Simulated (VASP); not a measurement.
# BN (R3m) in VASP: a series of runs

One crystal, BN, is run at these levels: PBE+D3(BJ), PBE+D4, PBE+rVV10, PBE+TS, PBE+MBD; tasks: relaxation of cell and atoms.

Everything below comes from runs of VASP 6.6.1. Logs are shortened: lines on timing, memory, paths and dates and some standing lists are left out, and cuts for length are marked.

**1. The crystal as given**

It takes space group R3m (No. 160, trigonal). The conventional cell has a = 2.502 Å, b = 2.502 Å, c = 10.119 Å, α = 90.00°, β = 90.00°, γ = 120.00°. N (site symmetry 3m) has 3 B at 1.44 Å as nearest neighbours. B (site symmetry 3m) is surrounded by 3 N at 1.44 Å.

The cell is a database's computed one.

**2. Relaxation of cell and atoms, PBE+D3(BJ)**

INCAR reads:

```
SYSTEM = BN
PREC = Accurate
ENCUT = 600
EDIFF = 1E-6
ISMEAR = -1
SIGMA = 0.05
LREAL = .FALSE.
LASPH = .TRUE.
NELM = 100
ALGO = Normal
ISIF = 3
LWAVE = .FALSE.
LCHARG = .FALSE.
GGA = PE
IVDW = 12
IBRION = 2
NSW = 60
EDIFFG = -0.01
```

KPOINTS reads:

```
regular mesh
0
G
  12 12 12
  0 0 0
```

POSCAR reads:

```
BN
1.0
    1.2511217832      0.7223354983      3.3729344033
   -1.2511217832      0.7223354983      3.3729344033
    0.0000000000     -1.4446709966      3.3729344033
N B
1 1
Direct
    0.6672382000      0.6672382000      0.6672382000
    0.0003288000      0.0003288000      0.0003288000
```

Potentials or basis: VASP PAW PBE potentials, release 64 (N, B).

Run with:

```console
> cat potpaw_PBE.64/N/POTCAR potpaw_PBE.64/B/POTCAR > POTCAR
> mpirun -np 1 vasp_std > vasp.out
```

OUTCAR:

```text
SYSTEM = BN
   PREC = Accurate
   ENCUT = 600
   EDIFF = 1E-6
   ISMEAR = -1
   LREAL = .FALSE.
   LASPH = .TRUE.
   NELM = 100
   ISIF = 3
   GGA = PE
   IVDW = 12
   IBRION = 2
   NSW = 60
   EDIFFG = -0.01
 IVDW          = 12

 ion  position               nearest neighbor table
   1  0.667  0.667  0.667-   2 1.44   2 1.44   2 1.44
   2  0.000  0.000  0.000-   1 1.44   1 1.44   1 1.44

  LATTYP: Found a trigonal (rhomboedric) cell.
 ALAT       =     3.6692997666
 COS(alpha) =     0.7674786797

  Lattice vectors:

 A1 = (   1.2511217832,   0.7223354983,   3.3729344033)
 A2 = (  -1.2511217832,   0.7223354983,   3.3729344033)
 A3 = (   0.0000000000,  -1.4446709966,   3.3729344033)

Analysis of symmetry for initial positions (statically):
=====================================================================
 Subroutine PRICEL returns:
 Original cell was already a primitive cell.

 Routine SETGRP: Setting up the symmetry group for a
 trigonal (rhombohedral) supercell.

 Subroutine GETGRP returns: Found  6 space group operations
 (whereof  6 operations were pure point group operations)
 out of a pool of 12 trial point group operations.

The static configuration has the point symmetry C_3v.

Analysis of symmetry for dynamics (positions and initial velocities):
=====================================================================
 Subroutine PRICEL returns:
 Original cell was already a primitive cell.

 Routine SETGRP: Setting up the symmetry group for a
 trigonal (rhombohedral) supercell.

 Subroutine GETGRP returns: Found  6 space group operations
 (whereof  6 operations were pure point group operations)
 out of a pool of 12 trial point group operations.

The dynamic configuration has the point symmetry C_3v.

 Subroutine INISYM returns: Found  6 space group operations
 (whereof  6 operations are pure point group operations),
 and found     1 'primitive' translations

----------------------------------------------------------------------------------------

                                     Primitive cell

  volume of cell :      18.2893

  direct lattice vectors                    reciprocal lattice vectors
     1.251121783  0.722335498  3.372934403     0.399641351  0.230733042  0.098825916
    -1.251121783  0.722335498  3.372934403    -0.399641351  0.230733042  0.098825916
     0.000000000 -1.444670997  3.372934403     0.000000000 -0.461466083  0.098825916

  length of vectors
     3.669299767  3.669299767  3.669299767     0.471929558  0.471929558  0.471929558

  position of ions in fractional coordinates (direct lattice)
     0.667238200  0.667238200  0.667238200
     0.000328800  0.000328800  0.000328800

  ion indices of the primitive-cell ions
   primitive index   ion index
                 1           1
                 2           2

----------------------------------------------------------------------------------------

 KPOINTS: regular mesh

Automatic generation of k-mesh.
 Grid dimensions read from file:
 generate k-points for:   12   12   12

 Generating k-lattice:

  Cartesian coordinates                     Fractional coordinates (reciprocal lattice)
     0.033303446  0.019227753  0.008235493     0.083333333  0.000000000  0.000000000
    -0.033303446  0.019227753  0.008235493     0.000000000  0.083333333  0.000000000
     0.000000000 -0.038455507  0.008235493     0.000000000  0.000000000  0.083333333

  Length of vectors
     0.039327463  0.039327463  0.039327463

  Shift w.r.t. Gamma in fractional coordinates (k-lattice)
     0.000000000  0.000000000  0.000000000

 Subroutine IBZKPT returns following result:
 ===========================================

 Found    189 irreducible k-points:

 Following reciprocal coordinates:
            Coordinates               Weight
  0.000000  0.000000  0.000000      1.000000
  0.083333 -0.000000 -0.000000      6.000000
  0.166667 -0.000000  0.000000      6.000000
  0.250000 -0.000000 -0.000000      6.000000
  0.333333 -0.000000  0.000000      6.000000
  0.416667 -0.000000 -0.000000      6.000000
[... 16 lines left out ...]
  0.500000  0.166667 -0.000000     12.000000
 -0.416667  0.166667  0.000000     12.000000
 [... further k-points ...]
   k-points           NKPTS =    189   k-points in BZ     NKDIM =    189   number of bands    NBANDS=      8
   number of dos      NEDOS =    301   number of ions     NIONS =      2
   total plane-waves  NPLWV =  27000
   dimension x,y,z NGX =    30 NGY =   30 NGZ =   30
   dimension x,y,z NGXF=    60 NGYF=   60 NGZF=   60
   ions per type =               1   1
   NGX,Y,Z   is equivalent  to a cutoff of  13.59, 13.59, 13.59 a.u.
   NGXF,Y,Z  is equivalent  to a cutoff of  27.18, 27.18, 27.18 a.u.
 SYSTEM =  BN
   PREC   = accura    normal or accurate (medium, high low for compatibility)
   ISTART =      0    job   : 0-new  1-cont  2-samecut
   ICHARG =      2    charge: 1-file 2-atom 10-const
   ISPIN  =      1    spin polarized calculation?
   LNONCOLLINEAR =      F non collinear calculations
   LSORBIT =      F    spin-orbit coupling
   LASPH  =      T    aspherical Exc in radial PAW
   ENCUT  =  600.0 eV  44.10 Ry    6.64 a.u.   7.33  7.33  7.33*2*pi/ulx,y,z
   NELM   =    100;   NELMIN=  2; NELMDL= -5     # of ELM steps
   EDIFF  = 0.1E-05   stopping-criterion for ELM
   LREAL  =      F    real-space projection
   EDIFFG = -.1E-01   stopping-criterion for IOM
   NSW    =     60    number of steps for IOM
   IBRION =      2    ionic relax: 0-MD 1-quasi-New 2-CG
   NFREE  =      1    steps in history (QN), initial steepest desc. (CG)
   ISIF   =      3    stress and relaxation
   ISYM   =      2    0-nonsym 1-usesym 2-fastsym
   POTIM  = 0.5000    time-step for ionic-motion
   TEBEG  =    0.0;   TEEND  =   0.0 temperature during run
   PSTRESS=    0.0 pullay stress
   NELECT =       8.0000    total number of electrons
   NUPDOWN=      -1.0000    fix difference up-down
   EMIN   =  10.00;   EMAX   =-10.00  energy-range for DOS
   EFERMI =   0.00;   METHOD = LEGACY
   ISMEAR =    -1;   SIGMA  =   0.05  broadening in eV -4-tet -1-fermi 0-gaus
   EFERMI_NEDOS =   21; number of points for ismear=-14 and -15
   IALGO  =     38    algorithm
   IMIX   =      4    mixing-type and parameters
     AMIX     =   0.40;   BMIX     =  1.00
     AMIX_MAG =   1.60;   BMIX_MAG =  1.00
  volume/ion in A,a.u.               =       9.14        61.71
  Fermi-wavevector in a.u.,A,eV,Ry     =   1.242717  2.348395 21.012099  1.544346
  Thomas-Fermi vector in A             =   2.377059
   LORBIT       =      0    0 simple, 1 ext, 2 COOP (PROOUT), +10 PAW based schemes
   GGA     = PE    functional components
   LHFCALC =     F    Hartree Fock is set to
   AEXX    =    0.0000 exact exchange contribution
   IVDW    =    12    specifies the selected vdW correction
   LEPSILON=     F    determine dielectric tensor
   LRPA    =     F    only Hartree local field effects (RPA)
 conjugate gradient relaxation of ions
 non-spin polarized calculation
  energy-cutoff  :      600.00
  volume of cell :       18.29
 maximum number of plane-waves:       624
 NGX is ok and might be reduce to    30
   NGX = 15   NGY = 15   NGZ = 15

--------------------------------------- Ionic step        1  -------------------------------------------

 number of electron       8.0000000 magnetization

 Free energy of the ion-electron system (eV)
  ---------------------------------------------------
  ext. energy  EPLUGINS =         0.00000000
  ---------------------------------------------------
  free energy    TOTEN  =       -17.58422944 eV

  energy without entropy =      -17.58422944  energy(sigma->0) =      -17.58422944

------------------------ aborting loop because EDIFF is reached ----------------------------------------

 Edisp (eV)   -0.27740

 E8    (eV) :    -0.0811
[... 105 lines left out ...]
  FREE ENERGIE OF THE ION-ELECTRON SYSTEM (eV)
  ---------------------------------------------------
  free  energy   TOTEN  =       -17.8620216029 eV

  energy  without entropy=      -17.8620216029  energy(sigma->0) =      -17.86202160

 E-fermi :   3.2496     XC(G=0):  -9.9882

 val. band max:        2.1355014197   @ k =  -0.3333   0.3333   0.0000
 cond. band min:       6.4012287677   @ k =   0.5000   0.5000  -0.0000
 fundamental gap:      4.2657273480
 Fermi energy:         3.2495888010

 k-point     1 :       0.0000    0.0000    0.0000
  band No.  band energies     occupation
      1     -15.6120      2.00000
      2      -1.9965      2.00000
      3       0.8442      2.00000
      4       0.8442      2.00000
      5       7.3256      0.00000
      6      13.7743      0.00000
      7      13.7743      0.00000
      8      15.2243      0.00000
[... 243 lines left out ...]
 k-point    24 :      -0.4167    0.1667    0.0000
  band No.  band energies     occupation
      1     -12.1843      2.00000
      2      -6.4388      2.00000
      3      -3.2655      2.00000
      4       1.8230      2.00000
      5       7.3037      0.00000
      6      13.6243      0.00000
      7      15.6974      0.00000
      8      16.5354      0.00000

 [... further k-points ...]

[... ionic steps 4 to 7 ...]

--------------------------------------- Ionic step        8  -------------------------------------------

 number of electron       8.0000000 magnetization

------------------------ aborting loop because EDIFF is reached ----------------------------------------
[... 75 lines left out ...]
--------------------------------------- Ionic step       10  -------------------------------------------

 number of electron       8.0000000 magnetization

 Free energy of the ion-electron system (eV)
  ---------------------------------------------------
  ext. energy  EPLUGINS =         0.00000000
  ---------------------------------------------------
  free energy    TOTEN  =       -17.57603173 eV

  energy without entropy =      -17.57603173  energy(sigma->0) =      -17.57603173

 E-fermi :   3.4423     XC(G=0): -10.1820

 val. band max:        2.3605078265   @ k =  -0.3333   0.3333   0.0000
 cond. band min:       6.5772471215   @ k =   0.5000   0.5000  -0.0000
 fundamental gap:      4.2167392950
 Fermi energy:         3.4422812186

 k-point     1 :       0.0000    0.0000    0.0000
  band No.  band energies     occupation
      1     -15.4151      2.00000
      2      -1.6011      2.00000
      3       1.0874      2.00000
      4       1.0874      2.00000
      5       7.7354      0.00000
      6      14.0292      0.00000
      7      14.0292      0.00000
      8      15.5232      0.00000
[... 243 lines left out ...]
 k-point    24 :      -0.4167    0.1667    0.0000
  band No.  band energies     occupation
      1     -11.9574      2.00000
      2      -6.2207      2.00000
      3      -3.0205      2.00000
      4       2.0893      2.00000
      5       7.5746      0.00000
      6      13.9045      0.00000
      7      16.0436      0.00000
      8      16.8923      0.00000

 [... further k-points ...]

------------------------ aborting loop because EDIFF is reached ----------------------------------------

 Edisp (eV)   -0.28761

 E8    (eV) :    -0.0844
[... 25 lines left out ...]
  FREE ENERGIE OF THE ION-ELECTRON SYSTEM (eV)
  ---------------------------------------------------
  free  energy   TOTEN  =       -17.8636383841 eV

  energy  without entropy=      -17.8636383841  energy(sigma->0) =      -17.86363838

 reached required accuracy - stopping structural energy minimisation
```

Run time: 4.8 min. Hardware: 1 thread of Intel Xeon Platinum 8488C (Sapphire Rapids), shared host; peak memory 0.2 GiB.

What came out:

* Free energy: -17.8636 eV
* Relaxed volume: 8.88 Å³/atom
* Relaxed cell: a = 3.573 Å, b = 3.573 Å, c = 3.573 Å, α = 41.05°, β = 41.05°, γ = 41.05°
* Space group after relaxing (to 0.05 Å): R3m (No. 160)
* Energy gained by relaxing: 1.0 meV/atom
* Ionic steps: 10
* Pressure after relaxing: 0.1 GPa
* Band gap on the k mesh: 4.22 eV, indirect (least direct gap 4.69 eV)
* Dispersion energy per atom: -0.144 eV

Stress tensor (GPa, compression positive):
```
 0.12  0.00  0.00
 0.00  0.12  0.00
 0.00  0.00 -0.05
```

The path:
```csv
step,energy change (eV),largest force (eV/Å),pressure (GPa),volume (Å³)
1,0.0000,0.0032,0.84,18.29
2,0.0006,0.0024,-2.42,18.42
3,-0.0004,0.0011,-0.42,18.34
4,-0.0006,0.0013,-0.39,18.30
5,-0.0012,0.0086,-0.33,18.17
6,-0.0018,0.0236,-0.16,17.92
7,-0.0012,0.0554,0.25,17.41
8,-0.0020,0.0310,-0.07,17.79
9,-0.0017,0.0780,0.48,17.71
10,-0.0020,0.0008,0.06,17.77
```

Final structure:
```yaml
crystal:
  lattice:
    - [1.25284, 0.72333, 3.26732]
    - [-1.25284, 0.72333, 3.26732]
    - [0.00000, -1.44665, 3.26732]
  atoms:
    - { symbol: N, position: [0.66728, 0.66728, 0.66728] }
    - { symbol: B, position: [0.00029, 0.00029, 0.00029] }
```

**3. Relaxation of cell and atoms, PBE+D4**

INCAR reads:

```
SYSTEM = BN
ALGO = Normal
EDIFF = 1E-6
EDIFFG = -0.005
ENCUT = 600
GGA = PE
IBRION = 2
ISIF = 3
ISMEAR = -1
IVDW = 13
LASPH = .TRUE.
LCHARG = .FALSE.
LREAL = .FALSE.
LWAVE = .FALSE.
NELM = 100
NSW = 40
PREC = Accurate
SIGMA = 0.05
```

KPOINTS reads:

```
k-points
0
G
  12 12 12
  0 0 0
```

POSCAR is that of step 2.

Potentials or basis: VASP PAW PBE potentials, release 64 (N, B).

Run with:

```console
> cat potpaw_PBE.64/N/POTCAR potpaw_PBE.64/B/POTCAR > POTCAR
> mpirun -np 1 vasp_std > vasp.out
```

Run time: 4.3 min. Hardware: 1 thread of Intel Xeon Platinum 8488C (Sapphire Rapids), shared host; peak memory 0.18 GiB.

It converged, with:

- Free energy: -17.9032 eV
- Relaxed volume: 8.80 Å³/atom
- Relaxed cell: a = 3.543 Å, b = 3.543 Å, c = 3.543 Å, α = 41.43°, β = 41.43°, γ = 41.43°
- Space group after relaxing (to 0.05 Å): R3m (No. 160)
- Energy gained by relaxing: 1.6 meV/atom
- Ionic steps: 11
- Pressure after relaxing: 0.0 GPa
- Band gap on the k mesh: 4.18 eV, indirect (least direct gap 4.70 eV)
- Dispersion energy per atom: -0.165 eV

Step by step:
| step | energy change (eV) | largest force (eV/Å) | pressure (GPa) | volume (Å³) |
| --- | --- | --- | --- | --- |
| 1 | 0.0000 | 0.0033 | 0.92 | 18.29 |
| 2 | 0.0007 | 0.0028 | -2.84 | 18.43 |
| 3 | -0.0006 | 0.0009 | -0.59 | 18.34 |
| 4 | -0.0010 | 0.0018 | -0.54 | 18.29 |
| 5 | -0.0020 | 0.0102 | -0.45 | 18.11 |
| 6 | -0.0032 | 0.0279 | -0.18 | 17.75 |
| 7 | -0.0032 | 0.0354 | -0.06 | 17.61 |
| 8 | -0.0029 | 0.0845 | 0.59 | 17.54 |
| 9 | -0.0033 | 0.0033 | 0.10 | 17.59 |
| 10 | -0.0032 | 0.0146 | -0.52 | 17.62 |
| 11 | -0.0033 | 0.0006 | 0.01 | 17.60 |

Final structure:
```yaml
crystal:
  lattice:
    - [1.25327, 0.72357, 3.23379]
    - [-1.25327, 0.72357, 3.23379]
    - [0.00000, -1.44715, 3.23379]
  atoms:
    - { symbol: N, position: [0.66730, 0.66730, 0.66730] }
    - { symbol: B, position: [0.00026, 0.00026, 0.00026] }
```

Levels at points of the mesh, in eV from the valence-band top:
```csv
k point,band 1,band 2,band 3,band 4,band 5,band 6,band 7,band 8
"(0.00, 0.00, 0.00)",-17.79,-3.90,-1.28,-1.28,5.43,11.65,11.65,13.15
"(0.50, 0.00, 0.00)",-14.59,-8.93,-4.05,-0.52,5.34,9.96,13.27,15.45
"(0.50, 0.50, 0.00)",-14.49,-8.76,-4.13,-1.24,4.18,9.83,14.55,18.19
"(0.50, 0.50, 0.50)",-17.44,-6.29,-1.31,-1.31,10.56,11.55,11.55,12.40
```

[end of part 1 of 3]
